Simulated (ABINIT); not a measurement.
Here is an ABINIT 10.8.3 (patched build) calculation.

run.abi

```
pp_dirpath "./"
pseudos "Mg.GGA_PBE-JTH.xml, B.GGA_PBE-JTH.xml"

acell 5.8298050945 5.8298050945 6.6575051371
rprim
     1.0000000000     0.0000000000     0.0000000000
    -0.5000000000     0.8660254038     0.0000000000
     0.0000000000     0.0000000000     1.0000000000
ntypat 2
znucl 12 5
natom 3
typat 1 2 2
xred
     0.0000000000     0.0000000000     0.0000000000
     0.6666666667     0.3333333333     0.5000000000
     0.3333333333     0.6666666667     0.5000000000

ecut 23.0
pawecutdg 45.0

kptopt 1
ngkpt 13 13 10
nshiftk 1
shiftk 0.0 0.0 0.0

ixc -497498
usekden 1
pawxcdev 0

nband 12
occopt 3
tsmear 0.05 eV

nstep 100
tolvrs 1.0e-7

iomode 3
prtwf 0
prtden 0
prteig 0
prtebands 0
```

Potentials or basis: JTH PAW PBE v2.0.

Run with:

```sh
$ abinit run.abi > log 2>&1
```

Predict the band gap on the k mesh.

none (metal or under the smearing width).

Predict the pressure.

-2.0 GPa.

Stress tensor (GPa, compression positive):
```
-2.79  0.00  0.00
 0.00 -2.79  0.00
 0.00  0.00 -0.39
```

Caveat: the PAW data sets were made with another functional, which shifts forces and pressure a little; the atomic spheres overlap.
